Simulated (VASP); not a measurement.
# CdSe (Cadmoselite) (P6_3mc) in VASP: notebook, part 2 of 3

VASP 6.6.1. The steps go on from the part before.

### 3 Single point, r2SCAN

This run uses another cell than the first one, of 28.29 Å³/atom, 1.021 times its volume.

POSCAR

```
CdSe
1.0
    4.3115182215      0.0000000000      0.0000000000
   -2.1557591108      3.7338843087      0.0000000000
    0.0000000000      0.0000000000      7.0294684100
Cd Se
2 2
Direct
    0.3333333333      0.6666666667      0.0045324400
    0.6666666667      0.3333333333      0.5045324400
    0.3333333333      0.6666666667      0.3804675600
    0.6666666667      0.3333333333      0.8804675600
```

INCAR.step1

```
PREC     = Accurate       # precision mode
ENCUT    = 520            # plane-wave cutoff, eV
ISMEAR   = -1             # smearing method
SIGMA    = 0.02           # smearing width, eV
LREAL    = False          # projectors in reciprocal space
LASPH    = True           # aspherical terms in the spheres
NELM     = 60             # most SCF steps
NBANDS   = 26             # bands
GGA      = PE             # functional
ALGO     = Normal         # electronic algorithm
EDIFF    = 1E-4           # SCF threshold, eV
LWAVE    = True           # write WAVECAR
LCHARG   = False          # write CHGCAR
```

INCAR.step2

```
PREC     = Accurate       # precision mode
ENCUT    = 520            # plane-wave cutoff, eV
EDIFF    = 1E-6           # SCF threshold, eV
ISMEAR   = -1             # smearing method
SIGMA    = 0.02           # smearing width, eV
LREAL    = False          # projectors in reciprocal space
LASPH    = True           # aspherical terms in the spheres
NELM     = 60             # most SCF steps
ALGO     = Normal         # electronic algorithm
ISIF     = 2              # what is computed and relaxed
LWAVE    = False          # write WAVECAR
LCHARG   = True           # write CHGCAR
METAGGA  = R2SCAN         # meta-GGA
LMIXTAU  = True         
LELF     = True           # ELF
LVHAR    = True         
NBANDS   = 26             # bands
ISTART   = 1
```

KPOINTS

```
regular mesh
0
Gamma
  6 6 4
```

Potentials or basis: VASP PAW PBE potentials, release 64 (Cd, Se).

The run is started by

```console
cat potpaw_PBE.64/Cd/POTCAR potpaw_PBE.64/Se/POTCAR > POTCAR
cp INCAR.step1 INCAR
mpirun -np 1 vasp_std > vasp.out
cp INCAR.step2 INCAR
mpirun -np 1 vasp_std > vasp.out
```

OUTCAR:

```text
PREC = Accurate
   ENCUT = 520
   EDIFF = 1E-6
   ISMEAR = -1
   LREAL = False
   LASPH = True
   NELM = 60
   ISIF = 2
   METAGGA = R2SCAN
   ISTART = 1

 ion  position               nearest neighbor table
   1  0.333  0.667  0.005-   4 2.64   4 2.64   4 2.64   3 2.64
   2  0.667  0.333  0.505-   3 2.64   3 2.64   3 2.64   4 2.64
   3  0.333  0.667  0.380-   2 2.64   2 2.64   2 2.64   1 2.64
   4  0.667  0.333  0.880-   1 2.64   1 2.64   1 2.64   2 2.64

  LATTYP: Found a hexagonal cell.
 ALAT       =     4.3115182215
[... 802 lines left out ...]
  Direction    XX          YY          ZZ          XY          YZ          ZX
  --------------------------------------------------------------------------------------
  -------------------------------------------------------------------------------------
  Total        0.9536158      0.9536158      0.9579372     -0.0000000      0.0000000      0.0000000
  in kB       13.5011397     13.5011397     13.5623217     -0.0000000      0.0000000      0.0000000
  external PRESSURE =      13.5215337 kB  Pullay stress =       0.0000000 kB

 VOLUME and BASIS-vectors are now :
 -----------------------------------------------------------------------------
  energy-cutoff  :      520.00
  volume of cell :      113.17
      direct lattice vectors                 reciprocal lattice vectors
     4.311518222  0.000000000  0.000000000     0.231936860  0.133908809  0.000000000
    -2.155759111  3.733884309  0.000000000     0.000000000  0.267817618  0.000000000
     0.000000000  0.000000000  7.029468410     0.000000000  0.000000000  0.142258268

 POSITION                                       TOTAL-FORCE (eV/Angst)
 -----------------------------------------------------------------------------------
     -0.00000      2.48926      0.03186        -0.000000      0.000000      0.002791
      2.15576      1.24463      3.54659         0.000000     -0.000000      0.002791
     -0.00000      2.48926      2.67448         0.000000      0.000000     -0.002791
      2.15576      1.24463      6.18922         0.000000      0.000000     -0.002791
 -----------------------------------------------------------------------------------
    total drift:                               -0.000000      0.000000      0.002147

  FREE ENERGIE OF THE ION-ELECTRON SYSTEM (eV)
  ---------------------------------------------------
  free  energy   TOTEN  =       -71.8183574375 eV

  energy  without entropy=      -71.8183574375  energy(sigma->0) =      -71.81835744
```

OSZICAR.step1:

```text
N       E                     dE             d eps       ncg     rms          rms(c)
DAV:   1     0.240792503059E+03    0.24079E+03   -0.17039E+04  1092   0.124E+03
DAV:   2     0.130734435483E+01   -0.23949E+03   -0.23166E+03  1176   0.311E+02
DAV:   3    -0.115769441937E+02   -0.12884E+02   -0.12804E+02  1298   0.715E+01
DAV:   4    -0.116888495016E+02   -0.11191E+00   -0.11180E+00  1180   0.620E+00
DAV:   5    -0.116895306020E+02   -0.68110E-03   -0.68108E-03  1280   0.475E-01    0.871E+00
DAV:   6    -0.109705156381E+02    0.71901E+00   -0.12348E+00  1318   0.109E+01    0.687E+00
DAV:   7    -0.109371554215E+02    0.33360E-01   -0.52703E-01  1162   0.369E+00    0.258E+00
DAV:   8    -0.109357178196E+02    0.14376E-02   -0.54062E-02  1122   0.233E+00    0.389E-01
DAV:   9    -0.109358298957E+02   -0.11208E-03   -0.71232E-03  1178   0.965E-01    0.107E-01
DAV:  10    -0.109359785315E+02   -0.14864E-03   -0.80046E-04  1158   0.307E-01    0.718E-02
DAV:  11    -0.109360723859E+02   -0.93854E-04   -0.20658E-04   958   0.821E-02
   1 F= -.10936072E+02 E0= -.10936072E+02  d E =-.110358E-08
```

Run time: 1.7 min. Hardware: 1 thread of Intel Xeon Platinum 8488C (Sapphire Rapids), shared host; peak memory 0.26 GiB.

Results:

* Free energy: -71.8184 eV
* Pressure: 1.4 GPa
* Band gap on the k mesh: 1.14 eV, direct

Forces on the atoms (eV/Å):
```
Cd   0.000  0.000  0.003
Cd   0.000  0.000  0.003
Se   0.000  0.000 -0.003
Se   0.000  0.000 -0.003
```

Levels at points of the mesh, in eV from the valence-band top:
```csv
k point,band 15,band 16,band 17,band 18,band 19,band 20,band 21,band 22
"(0.00, 0.00, 0.00)",-0.77,-0.04,0.00,0.00,1.14,2.66,6.38,6.38
"(0.50, 0.00, 0.00)",-2.67,-1.87,-1.33,-0.76,3.67,3.71,5.09,6.63
"(0.00, 0.00, 0.50)",-0.40,-0.40,-0.40,-0.40,2.82,2.82,6.30,6.30
"(0.50, 0.00, 0.50)",-1.36,-1.36,-1.36,-1.36,3.34,3.34,5.27,5.27
```

Caveat: the PAW data sets were made with another functional, which shifts forces and pressure a little.

### 4 Single point, r2SCAN

This run uses another cell than the first one, of 28.87 Å³/atom, 1.042 times its volume.

POSCAR

```
CdSe
1.0
    4.3406509816      0.0000000000      0.0000000000
   -2.1703254908      3.7591140190      0.0000000000
    0.0000000000      0.0000000000      7.0769662567
Cd Se
2 2
Direct
    0.3333333333      0.6666666667      0.0045324414
    0.6666666667      0.3333333333      0.5045324414
    0.3333333333      0.6666666667      0.3804675586
    0.6666666667      0.3333333333      0.8804675586
```

INCAR.step1

```
SYSTEM = CdSe
PREC = Accurate
ENCUT = 520
ISMEAR = -1
SIGMA = 0.02
LREAL = .FALSE.
LASPH = .TRUE.
NELM = 100
NBANDS = 26
GGA = PE
ALGO = Normal
EDIFF = 1E-4
LWAVE = .TRUE.
LCHARG = .FALSE.
```

INCAR.step2

```
SYSTEM = CdSe
PREC = Accurate
ENCUT = 520
EDIFF = 1E-7
ISMEAR = -1
SIGMA = 0.02
LREAL = .FALSE.
LASPH = .TRUE.
NELM = 100
ALGO = Normal
ISIF = 2
LWAVE = .FALSE.
LCHARG = .FALSE.
METAGGA = R2SCAN
LMIXTAU = .TRUE.
NBANDS = 26
ISTART = 1
```

KPOINTS

```
Automatic mesh
0
G
  6 6 4
  0 0 0
```

Potentials or basis: VASP PAW PBE potentials, release 64 (Cd, Se).

The run is started by

```console
cat potpaw_PBE.64/Cd/POTCAR potpaw_PBE.64/Se/POTCAR > POTCAR
cp INCAR.step1 INCAR
mpirun -np 1 vasp_std > vasp.out
cp INCAR.step2 INCAR
mpirun -np 1 vasp_std > vasp.out
```

OUTCAR:

```text
SYSTEM = CdSe
   PREC = Accurate
   ENCUT = 520
   EDIFF = 1E-7
   ISMEAR = -1
   LREAL = .FALSE.
   LASPH = .TRUE.
   NELM = 100
   ISIF = 2
   METAGGA = R2SCAN
   ISTART = 1

 ion  position               nearest neighbor table
   1  0.333  0.667  0.005-   4 2.66   4 2.66   4 2.66   3 2.66
   2  0.667  0.333  0.505-   3 2.66   3 2.66   3 2.66   4 2.66
   3  0.333  0.667  0.380-   2 2.66   2 2.66   2 2.66   1 2.66
   4  0.667  0.333  0.880-   1 2.66   1 2.66   1 2.66   2 2.66
[... 803 lines left out ...]

  FORCE on cell =-STRESS in cart. coord.  units (eV):
  Direction    XX          YY          ZZ          XY          YZ          ZX
  --------------------------------------------------------------------------------------
  -------------------------------------------------------------------------------------
  Total        0.1735203      0.1735203      0.1753903      0.0000000      0.0000000      0.0000000
  in kB        2.4075390      2.4075390      2.4334848      0.0000000      0.0000000      0.0000000
  external PRESSURE =       2.4161876 kB  Pullay stress =       0.0000000 kB

 VOLUME and BASIS-vectors are now :
 -----------------------------------------------------------------------------
  energy-cutoff  :      520.00
  volume of cell :      115.47
      direct lattice vectors                 reciprocal lattice vectors
     4.340650982  0.000000000  0.000000000     0.230380190  0.133010065  0.000000000
    -2.170325491  3.759114019  0.000000000     0.000000000  0.266020130  0.000000000
     0.000000000  0.000000000  7.076966257     0.000000000  0.000000000  0.141303486

 POSITION                                       TOTAL-FORCE (eV/Angst)
 -----------------------------------------------------------------------------------
     -0.00000      2.50608      0.03208        -0.000000      0.000000      0.000781
      2.17033      1.25304      3.57056        -0.000000     -0.000000      0.000781
     -0.00000      2.50608      2.69256         0.000000     -0.000000     -0.000781
      2.17033      1.25304      6.23104        -0.000000     -0.000000     -0.000781
 -----------------------------------------------------------------------------------
    total drift:                               -0.000000      0.000000      0.002973

  FREE ENERGIE OF THE ION-ELECTRON SYSTEM (eV)
  ---------------------------------------------------
  free  energy   TOTEN  =       -71.8298101157 eV

  energy  without entropy=      -71.8298101157  energy(sigma->0) =      -71.82981012
```

It took 2.4 min on 1 thread of Intel Xeon Platinum 8488C (Sapphire Rapids), shared host; peak memory 0.26 GiB.

What came out:

| Item | Value |
| --- | --- |
| Free energy | -71.8298 eV |
| Pressure | 0.2 GPa |
| Band gap on the k mesh | 1.09 eV, direct |

Levels at points of the mesh, in eV from the valence-band top:
| k point | band 14 | band 15 | band 16 | band 17 | band 18 | band 19 | band 20 | band 21 | band 22 | band 23 |
| --- | --- | --- | --- | --- | --- | --- | --- | --- | --- | --- |
| (0.00, 0.00, 0.00) | -0.74 | -0.74 | -0.04 | 0.00 | 0.00 | 1.09 | 2.64 | 6.38 | 6.38 | 6.68 |
| (0.50, 0.00, 0.00) | -3.53 | -2.58 | -1.80 | -1.28 | -0.73 | 3.63 | 3.71 | 5.09 | 6.55 | 6.93 |
| (0.00, 0.00, 0.50) | -2.56 | -0.38 | -0.38 | -0.38 | -0.38 | 2.78 | 2.78 | 6.27 | 6.27 | 6.76 |
| (0.50, 0.00, 0.50) | -4.10 | -1.31 | -1.31 | -1.31 | -1.31 | 3.33 | 3.33 | 5.27 | 5.27 | 8.12 |

Caveat: the PAW data sets were made with another functional, which shifts forces and pressure a little.

(Part 2 of 3 ends here.)
